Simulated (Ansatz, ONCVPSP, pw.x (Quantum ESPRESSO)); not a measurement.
Equation-of-state test of one ONCV potential (Ti (Z = 22))

- Element: Ti (Z = 22)
- Generator: ONCVPSP 4.0.1.1 (patched build)
- Type: optimised norm-conserving Vanderbilt (ONCV)
- Functional: PBE
- Relativity: scalar-relativistic
- Frozen core: [Ne]
- Valence charge: 12
- Reference configuration: 3s2 3p6 3d2.5 4s1.5
- Partial waves: 3s+4s: rc 1.85 bohr, ncon 4, nbas 8, qcut 6.1 1/bohr, 2 projectors; 3p: rc 1.45 bohr, ncon 3, nbas 8, qcut 8.5 1/bohr, 2 projectors, debl 0.9 Ha; 3d: rc 2.05 bohr, ncon 4, nbas 8, qcut 7.1 1/bohr, 3 projectors, debl 1.4 Ha
- Local potential: polynomial inside 0.95 bohr (lpopt 5, dvloc0 2 Ha)
- Core correction: Teter function, fcfact 4.75, rcfact 1.1

In the p channel the program set the typed energies aside and used -1.362, 0.250 Ha.

Crystal test: fcc Ti in pw.x 7.5, no spin, 14³ k-points, Fermi–Dirac smearing 0.01 Ry, cutoffs 60/240 Ry. The reference is all-electron LAPW (Ansatz 0.2.0) with the same functional, mesh and smearing; V0 and B0 come from Birch–Murnaghan fits to the pressures at five volumes. Errors are pseudo minus all-electron; Δ is the rms difference of the E(V) curves that follow from these fits, minima aligned, over ±6 % about the mean V0. Mesh and smearing are coarse, so the numbers serve the comparison and aren't converged zero-temperature values; the lattice is a test structure that the element need not adopt.

```json
{"V (Å³/atom)": "16.608", "P all-electron (GPa)": "5.83", "P pseudo (GPa)": "6.37"}
{"V (Å³/atom)": "17.045", "P all-electron (GPa)": "2.70", "P pseudo (GPa)": "3.22"}
{"V (Å³/atom)": "17.482", "P all-electron (GPa)": "-0.10", "P pseudo (GPa)": "0.39"}
{"V (Å³/atom)": "17.919", "P all-electron (GPa)": "-2.60", "P pseudo (GPa)": "-2.16"}
{"V (Å³/atom)": "18.356", "P all-electron (GPa)": "-4.83", "P pseudo (GPa)": "-4.43"}
```

All-electron: a0 = 4.119 Å (V0 = 17.47 Å³/atom), B0 = 106.1 GPa.

Pseudopotential: mean pressure error (GPa): +0.48; a0 (Å): 4.125; a0 error (%): +0.15; B0 error (%): -0.2; Δ (meV/atom): 1.8.

Question: At the middle volume, how do free energy and pressure move when the wave cutoff is lowered (ecutrho kept at four times it)?

Answer:

| cutoff (Ry) | shift of F (meV/atom) | shift of P (GPa) |
| --- | --- | --- |
| 27 | +3235.6 | -115.78 |
| 36 | +350.0 | -16.89 |
| 48 | +2.1 | -0.38 |

The run at the middle volume (104 k-points, 9 iterations) took about 35 s on one core of a shared host (Neoverse-N1, 64 threads, 124 GiB, load 57).
